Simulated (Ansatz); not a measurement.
# ZnSe (Stilleite) (F-43m) in Ansatz: settings compared

The runs below take ZnSe (Stilleite) through relaxation of cell and atoms, single point, with BLYP+D3(BJ), BLYP+D4, PBE.

Program: Ansatz 0.2.0. These are calculated values, not measurements. Logs are shortened: lines on timing, memory, paths and dates and some standing lists are left out, and cuts for length are marked.

**The experiment to reproduce.**

From “Alloy Disordering Effects on the Thermal Conductivity and Energy Gap Temperature Dependence of Cd1−xZnxSe Ternary Crystals Grown by the Bridgman Method”, 2023, pmc:10253836, for a bulk crystal of ZnSe at 300 K: band gap 2.695 ± 0.003 eV (an exciton energy, a little under the gap).

How close the calculation comes is told below.

## Step 1: Starting point

The structure is cubic, space group F-43m (No. 216). The conventional cell has a = 5.668 Å, b = 5.668 Å, c = 5.668 Å, α = 90.00°, β = 90.00°, γ = 90.00°. Around Se (site symmetry -43m) lie 4 Zn at 2.45 Å. Around Zn (site symmetry -43m) lie 4 Se at 2.45 Å.

## Step 2: Relaxation of cell and atoms, BLYP+D3(BJ)

File input.yaml:

```yaml
crystal:
  lattice:
    - [0.0, 2.8338, 2.8338]
    - [2.8338, 0.0, 2.8338]
    - [2.8338, 2.8338, 0.0]
  atoms:
    - { symbol: Se, position: [0.75, 0.75, 0.75] }
    - { symbol: Zn, position: [0.0, 0.0, 0.0] }
hamiltonian:
  xc: blyp
  pseudopotentials: { kind: paw }
  dispersion: d3bj
kpoints:
  mp_grid: { grid: [8, 8, 8] }
scf:
  occupations: { method: fermi_dirac, width: 0.05 }
output:
  forces: true
  stress: true
relax:
  f_tol: 0.01
  max_steps: 40
  cell: { stress_tol: 0.05 }
```

Potentials or basis: Ansatz PAW.

On the command line:

```bash
> ansatz run input.yaml --threads 2 --pin off --max-ram 5632MiB --backend cpu --events-out ev --progress --plain --runs-dir out
```

The log of the run:

```text
Warning: RAYON_NUM_THREADS=2 ignored (pool sized by the plan → 2); use --threads N
Engine: ansatz 0.2.0, x86_64-unknown-linux-gnu
Pseudopotentials: kind: paw
Pseudopotential: Se, paw, valence charge 16, recommended cutoff 420 eV (normal), Se.paw.azcp
Pseudopotential: Zn, paw, valence charge 12, recommended cutoff 420 eV (normal), Zn.paw.azcp
Functional definition: BLYP
  parameter beta = 0.0042
  parameter a = 0.04918
  parameter b = 0.132
  parameter c = 0.2533
  parameter d = 0.349
  exchange = b88_x(beta = beta)
  correlation = lyp_c(a = a, b = b, c = c, d = d)
Crystal: 2 atoms, lattice volume = 45.513 Å³
Basis set: ecut = 420 eV, 893 PW (Γ), exchange–correlation on 54×54×54 points (8 copies of the dense FFT grid, shifted against one another)
Bands: 18, of which v1, the nominal top of the filled ones, is band 14 counted from 1 (13 counted from 0)
Symmetry: 24 space group operations
Space group: F-43m (ITA 216), of the structure as read, at distance tolerance 3.6e-5 Å
k-points: 29 of 512 (time reversal used)
Non-local potential: Se, projectors of the file, l = 0: 2, l = 1: 2, l = 2: 3, l = 3: 1
Non-local potential: Zn, projectors of the file, l = 0: 2, l = 1: 2, l = 2: 3, l = 3: 1
PAW form: soft (Blöchl's): semilocal exchange-correlation on the pseudo side does not see the compensation charge
PAW frozen core: Se, regenerated for the run's functional, and the local potential with it (the file was generated under x = pbe(κ = 0.804, μ = 0.2195149727645171), c = pbe(β = 0.06672455060314922))
PAW frozen core: Zn, regenerated for the run's functional, and the local potential with it (the file was generated under x = pbe(κ = 0.804, μ = 0.2195149727645171), c = pbe(β = 0.06672455060314922))
PAW one-centre angular grid: Se, 590 points (default); XC on 64 Gauss nodes
PAW one-centre angular grid: Zn, 590 points (default); XC on 64 Gauss nodes
Initial density: superposition of atomic densities (neutral atoms: chi_scale 0, normalization atom), corrected by the library's trained network
Initial wavefunctions: pseudopotential atomic-orbital guess
Functional: x = b88, c = lyp
SCF iter   1: F=—  HF=-8811.580878 eV  |F-HF|=—  |Δ(HF+E_count)|=         —  Δρ=5.02e-3  dr2=1.05e-2  ethr=1.77e-3  ⟨swp⟩=5.7  Hψ=2642  notcnv=0
preconditioner: auto → none  [insulator: Δε(μ)=1.268 eV  Ē_g=12.057 eV  σ=0.050 eV  W_gap=1.00  n_scr=14 (ndim 8)  ℏωp=23.4 eV  f_vac=0.121  D(μ)=0.00/eV (n_scr^D=0)  ε∞_Penn≈4.8]
SCF iter   2: F=—  HF=-8811.577560 eV  |F-HF|=—  |Δ(HF+E_count)|=   3.32e-3  Δρ=1.57e-3  dr2=8.98e-4  ethr=3.77e-5  ⟨swp⟩=2.0  Hψ=925  notcnv=0
SCF iter   3: F=—  HF=-8811.577313 eV  |F-HF|=—  |Δ(HF+E_count)|=   2.47e-4  Δρ=9.05e-4  dr2=1.78e-4  ethr=3.21e-6  ⟨swp⟩=2.0  Hψ=928  notcnv=0
SCF iter   4: F=—  HF=-8811.577287 eV  |F-HF|=—  |Δ(HF+E_count)|=   2.62e-5  Δρ=2.64e-4  dr2=2.35e-5  ethr=6.35e-7  ⟨swp⟩=2.0  Hψ=757  notcnv=0
SCF iter   5: F=—  HF=-8811.577282 eV  |F-HF|=—  |Δ(HF+E_count)|=   4.86e-6  Δρ=1.25e-4  dr2=3.15e-6  ethr=8.38e-8  ⟨swp⟩=2.0  Hψ=754  notcnv=0
SCF iter   6: F=-8811.577283 eV  HF=-8811.577283 eV  |F-HF|=2.96e-8  |Δ(HF+E_count)|=   9.56e-7  Δρ=1.87e-5  dr2=7.21e-8  ethr=3.57e-10  ⟨swp⟩=3.5  Hψ=2272  notcnv=0
SCF 1 converged in 6 iterations: F = -8811.577283 eV  dr2 = 7.21e-8
relax step   1: F+E_penalty+E_count = -8811.57728295 eV  Δ(F+E_penalty+E_count) = +0.000e0 eV  max|allowed force component| = 1.480e-16 eV/Å  Δτ_max = 0.0000 Å  P = -0.370 GPa  Ω = 45.513 Å³  (6 SCF iters, dr2 threshold 1.00e-7 eV, accepted)
Crystal: 2 atoms, lattice volume = 45.311 Å³
Initial density: handed on by an earlier stage of this run
Initial wavefunctions: those handed on with the density
iter 1 solved again at ethr=5.69e-8 eV; its pass at ethr=3.10e-3 eV (dr2=1.59e-5 eV) is discarded
SCF iter   1: F=—  HF=-8811.577621 eV  |F-HF|=—  |Δ(HF+E_count)|=         —  Δρ=1.46e-4  dr2=1.33e-5  ethr=5.69e-8  ⟨swp⟩=2.6  Hψ=2924  notcnv=0
preconditioner: auto → none  [insulator: Δε(μ)=1.253 eV  Ē_g=12.056 eV  σ=0.050 eV  W_gap=1.00  n_scr=14 (ndim 8)  ℏωp=23.4 eV  f_vac=0.125  D(μ)=0.00/eV (n_scr^D=0)  ε∞_Penn≈4.8]
SCF iter   2: F=—  HF=-8811.577625 eV  |F-HF|=—  |Δ(HF+E_count)|=   4.02e-6  Δρ=1.05e-4  dr2=2.83e-6  ethr=4.75e-8  ⟨swp⟩=2.0  Hψ=732  notcnv=0
SCF iter   3: F=—  HF=-8811.577624 eV  |F-HF|=—  |Δ(HF+E_count)|=   2.91e-7  Δρ=3.85e-5  dr2=6.84e-7  ethr=1.01e-8  ⟨swp⟩=2.0  Hψ=749  notcnv=0
SCF iter   4: F=-8811.577624 eV  HF=-8811.577624 eV  |F-HF|=6.31e-9  |Δ(HF+E_count)|=   3.57e-7  Δρ=9.18e-6  dr2=2.31e-8  ethr=7.14e-10  ⟨swp⟩=4.9  Hψ=1920  notcnv=0
SCF 2 converged in 4 iterations: F = -8811.577624 eV  dr2 = 2.31e-8
relax step   2: F+E_penalty+E_count = -8811.57762408 eV  Δ(F+E_penalty+E_count) = -3.411e-4 eV  max|allowed force component| = 2.776e-17 eV/Å  Δτ_max = 0.0000 Å  P = -0.093 GPa  Ω = 45.311 Å³  energy of the carried Pulay correction = +4.837e-5 eV  (4 SCF iters, dr2 threshold 2.00e-7 eV, accepted)
Crystal: 2 atoms, lattice volume = 45.243 Å³
iter 1 solved again at ethr=6.84e-9 eV; its pass at ethr=3.10e-3 eV (dr2=1.92e-6 eV) is discarded
SCF iter   1: F=—  HF=-8811.577653 eV  |F-HF|=—  |Δ(HF+E_count)|=         —  Δρ=5.25e-5  dr2=1.54e-6  ethr=6.84e-9  ⟨swp⟩=2.6  Hψ=2946  notcnv=0
preconditioner: auto → none  [insulator: Δε(μ)=1.260 eV  Ē_g=12.062 eV  σ=0.050 eV  W_gap=1.00  n_scr=14 (ndim 8)  ℏωp=23.4 eV  f_vac=0.125  D(μ)=0.00/eV (n_scr^D=0)  ε∞_Penn≈4.8]
SCF iter   2: F=—  HF=-8811.577660 eV  |F-HF|=—  |Δ(HF+E_count)|=   7.10e-6  Δρ=3.59e-5  dr2=3.43e-7  ethr=5.49e-9  ⟨swp⟩=2.4  Hψ=766  notcnv=0
SCF iter   3: F=—  HF=-8811.577660 eV  |F-HF|=—  |Δ(HF+E_count)|=   2.35e-8  Δρ=1.88e-5  dr2=1.24e-7  ethr=1.23e-9  ⟨swp⟩=2.0  Hψ=749  notcnv=0
SCF iter   4: F=-8811.577660 eV  HF=-8811.577660 eV  |F-HF|=8.57e-10  |Δ(HF+E_count)|=   7.42e-8  Δρ=3.24e-6  dr2=3.07e-9  ethr=7.75e-11  ⟨swp⟩=3.0  Hψ=2179  notcnv=0
SCF 3 converged in 4 iterations: F = -8811.577660 eV  dr2 = 3.07e-9
relax step   3: F+E_penalty+E_count = -8811.57765977 eV  Δ(F+E_penalty+E_count) = -3.570e-5 eV  max|allowed force component| = 6.765e-17 eV/Å  Δτ_max = 0.0000 Å  P = +0.001 GPa  Ω = 45.243 Å³  energy of the carried Pulay correction = +6.461e-5 eV  (4 SCF iters, dr2 threshold 2.17e-8 eV, accepted)
Initial wavefunctions: pseudopotential atomic-orbital guess (no wavefunctions were taken with the density)
iter 1 solved again at ethr=1.13e-7 eV; its pass at ethr=3.10e-3 eV (dr2=3.17e-5 eV) is discarded
SCF iter   1: F=—  HF=-8811.577585 eV  |F-HF|=—  |Δ(HF+E_count)|=         —  Δρ=7.99e-6  dr2=1.17e-8  ethr=1.13e-7  ⟨swp⟩=3.0  Hψ=3956  notcnv=0
eigensolver tolerance schedule: the retry pair's looser diagonalisation over-reported the residual by 2696.05 of it (diagonalisation noise at 0.11 of the residual, at the tolerance the schedule requests for it); recorded, not acted on — ethr = c·dr2/N_el stays at c = 1.0e-1
preconditioner: auto → none  [insulator: Δε(μ)=1.260 eV  Ē_g=12.061 eV  σ=0.050 eV  W_gap=1.00  n_scr=14 (ndim 8)  ℏωp=23.4 eV  f_vac=0.125  D(μ)=0.00/eV (n_scr^D=0)  ε∞_Penn≈4.8]
SCF iter   2: F=—  HF=-8811.577595 eV  |F-HF|=—  |Δ(HF+E_count)|=   9.93e-6  Δρ=7.37e-6  dr2=1.11e-8  ethr=4.19e-11  ⟨swp⟩=2.4  Hψ=944  notcnv=0
SCF iter   3: F=—  HF=-8811.577595 eV  |F-HF|=—  |Δ(HF+E_count)|=   4.14e-9  Δρ=3.39e-6  dr2=3.22e-9  ethr=3.97e-11  ⟨swp⟩=2.0  Hψ=755  notcnv=0
SCF iter   4: F=—  HF=-8811.577595 eV  |F-HF|=—  |Δ(HF+E_count)|=   2.52e-9  Δρ=7.84e-7  dr2=1.74e-10  ethr=1.15e-11  ⟨swp⟩=2.0  Hψ=754  notcnv=0
SCF iter   5: F=-8811.577595 eV  HF=-8811.577595 eV  |F-HF|=7.28e-12  |Δ(HF+E_count)|=  3.27e-11  Δρ=1.78e-7  dr2=6.59e-12  ethr=1.00e-12  ⟨swp⟩=4.5  Hψ=2604  notcnv=0
SCF 4 converged in 5 iterations: F = -8811.577595 eV  dr2 = 6.59e-12
relax step   4: F+E_penalty+E_count = -8811.57759539 eV  Δ(F+E_penalty+E_count) = +6.438e-5 eV  max|allowed force component| = 4.279e-17 eV/Å  Δτ_max = 0.0000 Å  P = +0.001 GPa  Ω = 45.243 Å³  stress off target by 1.20e-3 GPa  SCF on the basis re-selected at this cell (its energy is not comparable with the rows above)  (5 SCF iters)
basis re-selected at this cell: Δ(F+E_penalty+E_count) = +6.438e-5 eV, ΔP = +0.000 GPa vs the last step (what re-selecting the basis moved, of the pressure what is left beyond the Pulay correction that the steps carried, after the strain that the cell walked since its last selection, with what the two solves' SCF thresholds leave and, on support functions, any second-order correction that the steps lacked; it is no measure of the basis error at this ecutwfc). This SCF's stress stands 1.20e-3 GPa from its target on what of the cell is left free (relax.cell.stress_tol is 5.00e-2 GPa) and its largest allowed force component is 4.28e-17 eV/Å (relax.f_tol is 1.00e-2 eV/Å): within both
SCF converged after 5 iterations
Free energy (F): -8811.577595 eV
Harris-Foulkes:  -8811.577595 eV  (|F-HF|=7.28e-12)
Internal energy: -8811.577595 eV  (E = F + TS)
E sigma→0 (E₀):  -8811.577595 eV
Entropy (-TS):   -0.000000 eV (-0.000 meV/atom)
Fermi energy:    7.893092 eV
--- Per-component energies (eV) ---
  E_band       = -370.109633
  E_kinetic    = 251.927010
  E_local      = -4381.454730  (includes V_loc(G=0)·N_el)
  E_nonlocal   = 12.578249
  E_hartree    = 2035.483989
  E_xc         = -239.625796
  E_vxc        = -147.482170  (∫ρ·V_xc dr)
  E_paw        = -3762.899229  (= ΣΔE_a)
  E_vpaw       = -176.644958  (= ΣTr[D̂ρ^β])
  E_aug_tail   = -0.000929  (compensation charges beyond the density's cutoff)
  E_ewald      = -2726.339456
  E_disp       = -1.442437  (pairwise vdW)
  E_core_change = 0.195733  (= ΣΔE_core)
  E_smearing   = -0.000000  (= −TS)
  E_closure    = -0.000000  (closes the sum)
  Σ components = -8811.577595   (vs F -8811.577595, Δ=0.00e0)
--- Forces (eV/Å), atoms counted from 1 ---
  atom   1  Se    -0.00000000    -0.00000000    -0.00000000
  atom   2  Zn    -0.00000000     0.00000000     0.00000000
  max |Σ_I F_I| component: 7.17e-17 eV/Å
--- Stress (GPa, compression-positive) ---
        0.001203      -0.000000       0.000000
       -0.000000       0.001203       0.000000
        0.000000       0.000000       0.001203
  P = ⅓ Tr σ = 0.0012 GPa (0.012 kbar)
--- Relaxed structure (3 steps of the walk, 3 accepted, 1 SCFs on fresh bases) ---
  F+E_penalty+E_count = -8811.57759539 eV   max|allowed force component| = 4.279e-17 eV/Å   (the final SCF, on the basis selected at the relaxed cell)
  cell:  # Å, volume = 45.2435 Å³
    - [1.8307512483817827e-33, 2.828190678511239, 2.828190678511239]
    - [2.828190678511239, 4.5858348296060313e-33, 2.828190678511239]
    - [2.828190678511239, 2.828190678511239, 3.766992620882107e-33]
  atoms:
    - { symbol: Se, position: [0.75, 0.75, 0.75] }
    - { symbol: Zn, position: [4.566250904739834e-34, -3.0370878110595173e-34, -4.665363327478372e-34] }
```

It took 8.3 s on 2 threads of Intel Xeon at 2.70GHz, shared host; peak memory 0.37 GiB.

What came out:

```
Free energy                            : -8811.5776 eV
Relaxed volume                         : 22.62 Å³/atom
Relaxed cell                           : a = 4.000 Å, b = 4.000 Å, c = 4.000 Å, α = 60.00°, β = 60.00°, γ = 60.00°
Space group after relaxing (to 0.05 Å) : F-43m (No. 216)
Energy gained by relaxing              : 0.2 meV/atom
Ionic steps                            : 4
Pressure after relaxing                : 0.0 GPa
Band gap on the k mesh                 : 1.26 eV
```

Step by step:
```tsv
step	energy change (eV)	largest force (eV/Å)	volume (Å³)
1	0.0000	0.0000	45.51
2	-0.0003	0.0000	45.31
3	-0.0004	0.0000	45.24
4	-0.0003	0.0000	45.24
```

Final structure:
```
Se Zn
1.0
     0.00000    2.82819    2.82819
     2.82819    0.00000    2.82819
     2.82819    2.82819    0.00000
Se Zn
1 1
Direct
  0.75000 0.75000 0.75000
  0.00000 0.00000 0.00000
```

Caveat: the plane-wave basis is chosen anew once the cell has moved, so the energies of steps on either side of that aren't comparable; the PAW data sets come from PBE, with cores solved anew for the run's functional, which leaves a small shift of forces and pressure. As with any semilocal functional, this BLYP gap is likely too small.

(Continued in part 2 of 2.)
